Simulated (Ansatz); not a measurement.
Geometry optimisation, DFT PBEsol, scalar-relativistic, plane waves, PAW in Ansatz 0.2.0.

Input file:

```yaml
accuracy: low
crystal:
  lattice:
    - [7.398, 0.0, 0.0]
    - [-3.699, 6.406856, 0.0]
    - [0.0, 0.0, 11.0]
  atoms:
    - { symbol: C, position: [0.0, 0.0, 0.0909091] }
    - { symbol: C, position: [0.2222222, 0.1111111, 0.0909091] }
    - { symbol: C, position: [0.0, 0.3333333, 0.0909091] }
    - { symbol: C, position: [0.2222222, 0.4444444, 0.0909091] }
    - { symbol: C, position: [0.0, 0.6666667, 0.0909091] }
    - { symbol: C, position: [0.2222222, 0.7777778, 0.0909091] }
    - { symbol: C, position: [0.3333333, 0.0, 0.0909091] }
    - { symbol: C, position: [0.5555556, 0.1111111, 0.0909091] }
    - { symbol: C, position: [0.3333333, 0.3333333, 0.0909091] }
    - { symbol: C, position: [0.5555556, 0.4444444, 0.0909091] }
    - { symbol: C, position: [0.3333333, 0.6666667, 0.0909091] }
    - { symbol: C, position: [0.5555556, 0.7777778, 0.0909091] }
    - { symbol: C, position: [0.6666667, 0.0, 0.0909091] }
    - { symbol: C, position: [0.8888889, 0.1111111, 0.0909091] }
    - { symbol: C, position: [0.6666667, 0.3333333, 0.0909091] }
    - { symbol: C, position: [0.8888889, 0.4444444, 0.0909091] }
    - { symbol: C, position: [0.6666667, 0.6666667, 0.0909091] }
    - { symbol: C, position: [0.8888889, 0.7777778, 0.0909091] }
    - { symbol: C, position: [0.5117653, 0.0426743, 0.2263636], spin: 1.0 }
magnetization:
  spin_polarized: true
basis:
  ecutwfc: 420.0
kpoints:
  mp_grid: { grid: [2, 2, 1] }
hamiltonian:
  xc: pbesol
scf:
  occupations: { method: fermi_dirac, width: 0.05 }
  lower_state_search: "off"
relax:
  f_tol: 0.08
  max_steps: 25
  adjacent_minimum: "off"
output:
  write_density: true
  write_potential: true
  elf: true
  volumetric_format: npy
```

Command:

```bash
$ ansatz run input.yaml --threads 1 --pin off --max-ram 3072MiB --backend cpu --events-out ev --progress --plain --runs-dir out
```

Where does it end, and by what steps?

The forces met the threshold. The threshold is loose, so the end isn't yet a minimum. Limits of this set-up: coarse k mesh, slab without dipole correction, low accuracy level. After 12 steps the energy has fallen by 0.567 eV; C19 moved furthest, 0.53 Å.

```csv
step,energy less start (eV),largest force component (eV/Å),accepted
0,0.0000,1.750,yes
1,-0.1394,0.703,yes
2,-0.2093,0.648,yes
3,-0.2696,0.796,yes
4,-0.3101,0.737,yes
5,-0.3549,0.363,yes
6,-0.4136,0.615,yes
7,-0.3805,1.876,no
8,-0.4792,0.393,yes
9,-0.5331,0.352,yes
10,-0.4286,1.181,no
11,-0.5643,0.133,yes
12,-0.5669,0.050,yes
```

```xyz
19
Lattice="7.3980 0.0000 0.0000 -3.6990 6.4069 0.0000 0.0000 0.0000 11.0000" Properties=species:S:1:pos:R:3
C 0.029 -0.001 0.913
C 1.233 0.721 1.003
C -1.201 2.133 0.925
C 0.019 2.838 0.936
C -2.436 4.266 0.906
C -1.208 4.946 0.997
C 2.447 -0.034 1.296
C 3.776 0.737 1.296
C 1.255 2.128 0.981
C 2.501 2.848 0.980
C 0.021 4.263 0.979
C 1.268 4.983 0.984
C 4.990 -0.017 1.006
C 6.194 0.705 0.914
C 3.731 2.164 1.000
C 4.959 2.845 0.907
C 2.504 4.273 0.938
C 3.724 4.977 0.925
C 3.113 0.346 2.603
```

Time of the run: 3.3 min on 1 thread of Intel(R) Xeon(R) 6975P-C (Granite Rapids), with other jobs on the host, peak memory 0.88 GiB.
